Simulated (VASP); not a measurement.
# Hg (P6/mmm) in VASP: notebook

Runs on Hg. Level: PBE+D3(BJ). Tasks: single point.

Everything below comes from runs of VASP 6.6.1. Logs are shortened: lines on timing, memory, paths and dates and some standing lists are left out, and cuts for length are marked.

### Step 1. Starting point

Symmetry: P6/mmm, No. 191, hexagonal system. The conventional cell has a = 5.353 Å, b = 5.353 Å, c = 3.097 Å, α = 90.00°, β = 90.00°, γ = 120.00°. Hg (site symmetry -6m2) is surrounded by 11 Hg at 3.09 to 3.46 Å. Around Hg (site symmetry 6/mmm) lie 14 Hg at 3.10 to 3.46 Å.

### Step 2. Single point, PBE+D3(BJ)

Contents of INCAR:

```
  ALGO = Fast
  EDIFF = 1E-6
  ENCUT = 520
  GGA = PE
  ISIF = 2
  ISMEAR = 0
  IVDW = 12
  LASPH = True
  LCHARG = False
  LREAL = False
  LWAVE = False
  NBANDS = 25
  NELM = 100
  PREC = Accurate
  SIGMA = 0.1
```

Contents of KPOINTS:

```
k-points
0
Gamma
  6 6 6
```

Contents of POSCAR:

```
Hg
1.0
    5.3526066400      0.0000000000      0.0000000000
   -2.6763033200      4.6354933267      0.0000000000
    0.0000000000      0.0000000000      3.0969184932
Hg
3
Direct
    0.3333333333      0.6666666667      0.5000000000
    0.0000000000      0.0000000000      0.0000000000
    0.6666666667      0.3333333333      0.5000000000
```

Potentials or basis: VASP PAW PBE potentials, release 64 (Hg).

Command:

```sh
cat potpaw_PBE.64/Hg/POTCAR > POTCAR
mpirun -np 1 vasp_std > vasp.out
```

OUTCAR:

```text
EDIFF = 1E-6
   ENCUT = 520
   GGA = PE
   ISIF = 2
   ISMEAR = 0
   IVDW = 12
   LASPH = True
   LREAL = False
   NELM = 100
   PREC = Accurate
 IVDW          = 12

 ion  position               nearest neighbor table
   1  0.333  0.667  0.500-   3 3.09   3 3.09   3 3.09   2 3.46   2 3.46   2 3.46   2 3.46   2 3.46
                             2 3.46
   2  0.000  0.000  0.000-   1 3.46   3 3.46   1 3.46   3 3.46   1 3.46   1 3.46   3 3.46   3 3.46
                             3 3.46   3 3.46   1 3.46   1 3.46
   3  0.667  0.333  0.500-   1 3.09   1 3.09   1 3.09   2 3.46   2 3.46   2 3.46   2 3.46   2 3.46
                             2 3.46

  LATTYP: Found a hexagonal cell.
 ALAT       =     5.3526066400
 C/A-ratio  =     0.5785813719

  Lattice vectors:

 A1 = (   5.3526066400,   0.0000000000,   0.0000000000)
 A2 = (  -2.6763033200,   4.6354933267,   0.0000000000)
 A3 = (   0.0000000000,   0.0000000000,   3.0969184932)

Analysis of symmetry for initial positions (statically):
=====================================================================
 Subroutine PRICEL returns:
 Original cell was already a primitive cell.

 Routine SETGRP: Setting up the symmetry group for a
 hexagonal supercell.

 Subroutine GETGRP returns: Found 24 space group operations
 (whereof 24 operations were pure point group operations)
 out of a pool of 24 trial point group operations.

The static configuration has the point symmetry D_6h.

Analysis of symmetry for dynamics (positions and initial velocities):
=====================================================================
 Subroutine PRICEL returns:
 Original cell was already a primitive cell.

 Routine SETGRP: Setting up the symmetry group for a
 hexagonal supercell.

 Subroutine GETGRP returns: Found 24 space group operations
 (whereof 24 operations were pure point group operations)
 out of a pool of 24 trial point group operations.

The dynamic configuration has the point symmetry D_6h.

 Subroutine INISYM returns: Found 24 space group operations
 (whereof 24 operations are pure point group operations),
 and found     1 'primitive' translations

----------------------------------------------------------------------------------------

                                     Primitive cell

  volume of cell :      76.8407

  direct lattice vectors                    reciprocal lattice vectors
     5.352606640  0.000000000  0.000000000     0.186824863  0.107863385  0.000000000
    -2.676303320  4.635493327  0.000000000     0.000000000  0.215726769  0.000000000
     0.000000000  0.000000000  3.096918493     0.000000000  0.000000000  0.322901620

  length of vectors
     5.352606640  5.352606640  3.096918493     0.215726769  0.215726769  0.322901620

  position of ions in fractional coordinates (direct lattice)
     0.333333333  0.666666667  0.500000000
     0.000000000  0.000000000  0.000000000
     0.666666667  0.333333333  0.500000000

  ion indices of the primitive-cell ions
   primitive index   ion index
                 1           1
                 2           2
                 3           3

----------------------------------------------------------------------------------------

 KPOINTS: k-points

Automatic generation of k-mesh.
 Grid dimensions read from file:
 generate k-points for:    6    6    6

 Generating k-lattice:

  Cartesian coordinates                     Fractional coordinates (reciprocal lattice)
     0.031137477  0.017977231  0.000000000     0.166666667  0.000000000  0.000000000
     0.000000000  0.035954462  0.000000000     0.000000000  0.166666667  0.000000000
     0.000000000  0.000000000  0.053816937     0.000000000  0.000000000  0.166666667

  Length of vectors
     0.035954462  0.035954462  0.053816937

  Shift w.r.t. Gamma in fractional coordinates (k-lattice)
     0.000000000  0.000000000  0.000000000

 Subroutine IBZKPT returns following result:
 ===========================================

 Found     28 irreducible k-points:

 Following reciprocal coordinates:
            Coordinates               Weight
  0.000000  0.000000  0.000000      1.000000
  0.166667  0.000000  0.000000      6.000000
  0.333333  0.000000  0.000000      6.000000
  0.500000  0.000000  0.000000      3.000000
  0.166667  0.166667  0.000000      6.000000
  0.333333  0.166667  0.000000     12.000000
[... 16 lines left out ...]
  0.166667  0.000000  0.500000      6.000000
  0.333333  0.000000  0.500000      6.000000
 [... further k-points ...]
   k-points           NKPTS =     28   k-points in BZ     NKDIM =     28   number of bands    NBANDS=     25
   number of dos      NEDOS =    301   number of ions     NIONS =      3
   total plane-waves  NPLWV =  38400
   dimension x,y,z NGX =    40 NGY =   40 NGZ =   24
   dimension x,y,z NGXF=    80 NGYF=   80 NGZF=   48
   ions per type =               3
   NGX,Y,Z   is equivalent  to a cutoff of  12.42, 12.42, 12.88 a.u.
   NGXF,Y,Z  is equivalent  to a cutoff of  24.85, 24.85, 25.77 a.u.
 SYSTEM =  unknown system
   PREC   = accura    normal or accurate (medium, high low for compatibility)
   ISTART =      0    job   : 0-new  1-cont  2-samecut
   ICHARG =      2    charge: 1-file 2-atom 10-const
   ISPIN  =      1    spin polarized calculation?
   LNONCOLLINEAR =      F non collinear calculations
   LSORBIT =      F    spin-orbit coupling
   LASPH  =      T    aspherical Exc in radial PAW
   ENCUT  =  520.0 eV  38.22 Ry    6.18 a.u.   9.95  9.95  5.76*2*pi/ulx,y,z
   NELM   =    100;   NELMIN=  2; NELMDL= -5     # of ELM steps
   EDIFF  = 0.1E-05   stopping-criterion for ELM
   LREAL  =      F    real-space projection
   EDIFFG = 0.1E-04   stopping-criterion for IOM
   NSW    =      0    number of steps for IOM
   IBRION =     -1    ionic relax: 0-MD 1-quasi-New 2-CG
   NFREE  =      0    steps in history (QN), initial steepest desc. (CG)
   ISIF   =      2    stress and relaxation
   ISYM   =      2    0-nonsym 1-usesym 2-fastsym
   POTIM  = 0.5000    time-step for ionic-motion
   TEBEG  =    0.0;   TEEND  =   0.0 temperature during run
   PSTRESS=    0.0 pullay stress
   NELECT =      36.0000    total number of electrons
   NUPDOWN=      -1.0000    fix difference up-down
   EMIN   =  10.00;   EMAX   =-10.00  energy-range for DOS
   EFERMI =   0.00;   METHOD = LEGACY
   ISMEAR =     0;   SIGMA  =   0.10  broadening in eV -4-tet -1-fermi 0-gaus
   EFERMI_NEDOS =   21; number of points for ismear=-14 and -15
   IALGO  =     68    algorithm
   IMIX   =      4    mixing-type and parameters
     AMIX     =   0.40;   BMIX     =  1.00
     AMIX_MAG =   1.60;   BMIX_MAG =  1.00
  volume/ion in A,a.u.               =      25.61       172.85
  Fermi-wavevector in a.u.,A,eV,Ry     =   1.271487  2.402762 21.996261  1.616680
  Thomas-Fermi vector in A             =   2.404418
   LORBIT       =      0    0 simple, 1 ext, 2 COOP (PROOUT), +10 PAW based schemes
   GGA     = PE    functional components
   LHFCALC =     F    Hartree Fock is set to
   AEXX    =    0.0000 exact exchange contribution
   IVDW    =    12    specifies the selected vdW correction
   LEPSILON=     F    determine dielectric tensor
   LRPA    =     F    only Hartree local field effects (RPA)
 non-spin polarized calculation
 RMM-DIIS sequential band-by-band and
 Gauss-broadening in eV      SIGMA  =   0.10
  energy-cutoff  :      520.00
  volume of cell :       76.84
 maximum number of plane-waves:      2084
 NGX is ok and might be reduce to    40
   NGX = 19   NGY = 19   NGZ = 11

 number of electron      35.9999998 magnetization

 Free energy of the ion-electron system (eV)
  ---------------------------------------------------
  ext. energy  EPLUGINS =         0.00000000
  ---------------------------------------------------
  free energy    TOTEN  =        -0.47313587 eV

  energy without entropy =       -0.46939885  energy(sigma->0) =       -0.47126736

 E-fermi :   1.9523     XC(G=0): -10.4033

 val. band max:        1.8825294624   @ k =   0.1667   0.0000   0.3333
 cond. band min:       1.9557104007   @ k =   0.3333   0.0000   0.5000
 fundamental gap:      0.0731809383
 Fermi energy:         1.9522661645

 k-point     1 :       0.0000    0.0000    0.0000
  band No.  band energies     occupation
      1      -6.2978      2.00000
      2      -5.5663      2.00000
      3      -5.1370      2.00000
      4      -4.9288      2.00000
      5      -4.6764      2.00000
      6      -4.6764      2.00000
[... 17 lines left out ...]
     24      15.7521      0.00000
     25      16.3177      0.00000

 k-point     2 :       0.1667    0.0000    0.0000
  band No.  band energies     occupation
      1      -6.0819      2.00000
      2      -5.5304      2.00000
      3      -5.1743      2.00000
      4      -5.0177      2.00000
      5      -4.8585      2.00000
      6      -4.8390      2.00000
[... 17 lines left out ...]
     24      14.2990      0.00000
     25      14.9003      0.00000

 k-point     3 :       0.3333    0.0000    0.0000
  band No.  band energies     occupation
      1      -5.5706      2.00000
      2      -5.4515      2.00000
      3      -5.3044      2.00000
      4      -5.1985      2.00000
      5      -4.9597      2.00000
      6      -4.9101      2.00000
[... 17 lines left out ...]
     24      12.1788      0.00000
     25      12.4853      0.00000

 k-point     4 :       0.5000    0.0000    0.0000
  band No.  band energies     occupation
      1      -5.4988      2.00000
      2      -5.3703      2.00000
      3      -5.3225      2.00000
      4      -5.1509      2.00000
      5      -4.9927      2.00000
      6      -4.8003      2.00000
[... 17 lines left out ...]
     24      10.9457      0.00000
     25      13.5782      0.00000
[... 477 lines left out ...]
 k-point    22 :       0.0000    0.0000    0.5000
  band No.  band energies     occupation
      1      -5.3038      2.00000
      2      -5.3038      2.00000
      3      -5.0889      2.00000
      4      -5.0889      2.00000
      5      -4.8968      2.00000
      6      -4.5369      2.00000
[... 17 lines left out ...]
     24       7.5951      0.00000
     25       7.5951      0.00000

 k-point    23 :       0.1667    0.0000    0.5000
  band No.  band energies     occupation
      1      -5.2836      2.00000
      2      -5.2718      2.00000
      3      -5.2334      2.00000
      4      -5.0884      2.00000
      5      -4.6726      2.00000
      6      -4.6688      2.00000
[... 17 lines left out ...]
     24       7.6204      0.00000
     25       8.7288      0.00000

 k-point    24 :       0.3333    0.0000    0.5000
  band No.  band energies     occupation
      1      -5.3088      2.00000
      2      -5.1951      2.00000
      3      -5.1779      2.00000
      4      -5.0929      2.00000
      5      -4.7627      2.00000
      6      -4.7569      2.00000
[... 17 lines left out ...]
     24       9.6553      0.00000
     25      10.5491      0.00000

 [... further k-points ...]

------------------------ aborting loop because EDIFF is reached ----------------------------------------

 Edisp (eV)   -1.22857

 E8    (eV) :    -0.5578

  FORCE on cell =-STRESS in cart. coord.  units (eV):
  Direction    XX          YY          ZZ          XY          YZ          ZX
  --------------------------------------------------------------------------------------
  -------------------------------------------------------------------------------------
  Total       0.18271     0.18271    -0.07655     0.00000     0.00000     0.00000
  in kB       3.80952     3.80952    -1.59615     0.00000     0.00000     0.00000
  external pressure =        2.01 kB  Pullay stress =        0.00 kB

 VOLUME and BASIS-vectors are now :
 -----------------------------------------------------------------------------
  energy-cutoff  :      520.00
  volume of cell :       76.84
      direct lattice vectors                 reciprocal lattice vectors
     5.352606640  0.000000000  0.000000000     0.186824863  0.107863385  0.000000000
    -2.676303320  4.635493327  0.000000000     0.000000000  0.215726769  0.000000000
     0.000000000  0.000000000  3.096918493     0.000000000  0.000000000  0.322901620

 POSITION                                       TOTAL-FORCE (eV/Angst)
 -----------------------------------------------------------------------------------
     -0.00000      3.09033      1.54846        -0.000000      0.000000     -0.000000
      0.00000      0.00000      0.00000         0.000000      0.000000      0.000000
      2.67630      1.54516      1.54846         0.000000      0.000000      0.000000
 -----------------------------------------------------------------------------------
    total drift:                                0.000000     -0.000000      0.000000

  FREE ENERGIE OF THE ION-ELECTRON SYSTEM (eV)
  ---------------------------------------------------
  free  energy   TOTEN  =        -1.7017022572 eV

  energy  without entropy=       -1.6979652318  energy(sigma->0) =       -1.69983374
```

It took 33 s on 1 thread of Intel Xeon Platinum 8488C (Sapphire Rapids), shared host; peak memory 0.21 GiB.

Results:

* Free energy: -1.7017 eV
* Pressure: 0.2 GPa
* Band gap on the k mesh: none (metal or under the smearing width)
* Dispersion energy per atom: -0.410 eV

Caveat: pairwise dispersion overbinds metals, which lowers pressure and volume.

### Step 3. Single point, PBE+D3(BJ) (cell and atoms relaxed tightly for response)

Contents of INCAR:

```
PREC = Accurate
ENCUT = 520
EDIFF = 1E-6
ISMEAR = -1
SIGMA = 0.15
LREAL = F
LASPH = T
NELM = 100
ALGO = Fast
ISIF = 2
LWAVE = F
LCHARG = T
GGA = PE
IVDW = 12
LELF = T
LVHAR = T
NBANDS = 25
```

Contents of KPOINTS:

```
regular mesh
0
Gamma
  10 10 16
```

Contents of POSCAR:

```
Hg
1.0
    5.3327554478      0.0000000000      0.0000000000
   -2.6663777239      4.6183016899      0.0000000000
    0.0000000000      0.0000000000      3.1292089356
Hg
3
Direct
    0.3333333333      0.6666666667      0.5000000000
    0.0000000000      0.0000000000      0.0000000000
    0.6666666667      0.3333333333      0.5000000000
```

Potentials or basis: VASP PAW PBE potentials, release 64 (Hg).

Command:

```sh
cat potpaw_PBE.64/Hg/POTCAR > POTCAR
mpirun -np 1 vasp_std > vasp.out
```

Run time: 2.4 min. Hardware: 1 thread of Intel Xeon Platinum 8488C (Sapphire Rapids), shared host; peak memory 0.32 GiB.

The run converged. Its results:

| Property | Result |
| --- | --- |
| Free energy | -1.6986 eV |
| Pressure | 0.2 GPa |
| Band gap on the k mesh | none (metal or under the smearing width) |
| Dispersion energy per atom | -0.408 eV |

Levels at points of the mesh, in eV from the Fermi level:
```
           k point  band 16  band 17  band 18  band 19  band 20  band 21
(0.00, 0.00, 0.00)    -5.70    -1.23    -0.84     1.88     1.88     1.94
(0.50, 0.00, 0.00)    -5.52    -5.31    -1.63    -1.11     6.06     6.08
(0.00, 0.00, 0.50)    -3.14    -2.70     2.55     3.28     3.41     3.75
(0.50, 0.00, 0.50)    -1.67    -1.53    -0.88    -0.36     2.23     2.58
```

Caveat: pairwise dispersion overbinds metals, which lowers pressure and volume.
